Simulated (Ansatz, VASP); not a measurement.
## Two plane-wave programs on GaP

File INCAR:

```
ALGO = Normal ; EDIFF = 1E-7
ENCUT = 520 ; GGA = PS
ISIF = 2 ; ISMEAR = 0
LASPH = True ; LCHARG = False
LREAL = False ; LWAVE = False
NBANDS = 26 ; NELM = 60
PREC = Accurate ; SIGMA = 0.01
```

File KPOINTS:

```
k-points
0
Gamma
  8 8 8
```

File POSCAR:

```
GaP
1.0
    1.9430151800      1.1218003300      6.4308101000
   -1.9430151800      1.1218003300      6.4308101000
    0.0000000000     -2.2436006700      6.4308101000
Ga P
2 2
Direct
    0.4353720004      0.4353720004      0.4353719985
    0.5646280011      0.5646280011      0.5646279986
    0.0573890000      0.0573890000      0.0573889997
    0.9426110015      0.9426110015      0.9426109973
```

Input for Ansatz:

```yaml
crystal:
  lattice:
    - [1.94301518, 1.12180033, 6.4308101]
    - [-1.94301518, 1.12180033, 6.4308101]
    - [0.0, -2.24360067, 6.4308101]
  atoms:
    - { symbol: Ga, position: [0.43537200040987184, 0.43537200040987184, 0.43537199846936603] }
    - { symbol: Ga, position: [0.5646280010758352, 0.5646280010758352, 0.5646279985592196] }
    - { symbol: P, position: [0.05738899995636813, 0.05738899995636813, 0.0573889997005784] }
    - { symbol: P, position: [0.942611001529339, 0.942611001529339, 0.9426109973280075] }
kpoints:
  mp_grid:
    grid: [8, 8, 8]
hamiltonian:
  xc: pbesol
scf:
  occupations:
    method: fixed
output:
  eigenvalues: true
```

Measurements of this composition are mostly on another form, of space group No. 216.

Alike in both runs: task single point; functional PBEsol; k mesh 8 × 8 × 8; no spin polarisation.

|  | VASP | Ansatz |
| --- | --- | --- |
| version | VASP 6.6.1 | Ansatz 0.2.0 |
| potentials or method | VASP PAW PBE potentials, release 64 (Ga_d, P) | plane waves, PAW |
| plane-wave cutoff (eV) | 520 | 420 |
| occupations | gaussian, width 0.01 eV | fixed |
| valence electrons in the cell | 36 | 36 |

|  | VASP | Ansatz | Ansatz less VASP |
| --- | --- | --- | --- |
| gap on the k mesh at the Fermi level (eV) | 0.74 | 0.73 | -0.010 |

 A k mesh can miss the band edges.
